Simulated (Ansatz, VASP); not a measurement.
# MnO2: VASP beside Ansatz

```
CELL_PARAMETERS angstrom
2.87443 0.00000 0.00000
-1.43722 2.48933 0.00000
0.00000 0.00000 5.23724
ATOMIC_POSITIONS crystal
Mn 0.00000 0.00000 0.00000
O 0.33333 0.66667 0.18243
O 0.66667 0.33333 0.81757
```

Alike in both runs: functional PBE; k mesh 14 × 14 × 6; occupations gaussian, width 0.05 eV; collinear spin.

Ansatz relaxed the structure, and its values are those at the end. VASP's run is a single point on that final structure, the one shown.

|  | VASP | Ansatz |
| --- | --- | --- |
| version | VASP 6.6.1 | Ansatz 0.2.0 |
| potentials or method | VASP PAW PBE potentials, release 64 (Mn_pv, O) | scalar-relativistic, plane waves, PAW |
| plane-wave cutoff (eV) | 520 | 420 |
| valence electrons in the cell | 25 | 27 |

```tsv
	VASP	Ansatz	Ansatz less VASP
gap on the k mesh at the Fermi level (eV)	0.96	1.00	+0.034
least direct gap on the mesh (eV)	1.02	1.06	+0.034
pressure (GPa)	1.2	0.4	-0.87
rms of the force components (eV/Å)	0.045	0.004	-0.0411
net moment per atom (μB)	1.00	1.00	0.000
size of the moment on the site where the two differ most (μB)	2.85	2.51	-0.339
```

Site moments also hang on the region over which each program counts them. With one functional, cell and mesh, what is left measures potentials, basis and numerics. The two sets of potentials don't hold the same shells in valence.

Caveats: a cell with one magnetic atom can't hold antiferromagnetic order, which such compounds often take. A k mesh can miss the band edges. Expect the measured gap to be larger: semilocal functionals such as PBE lack the derivative discontinuity.
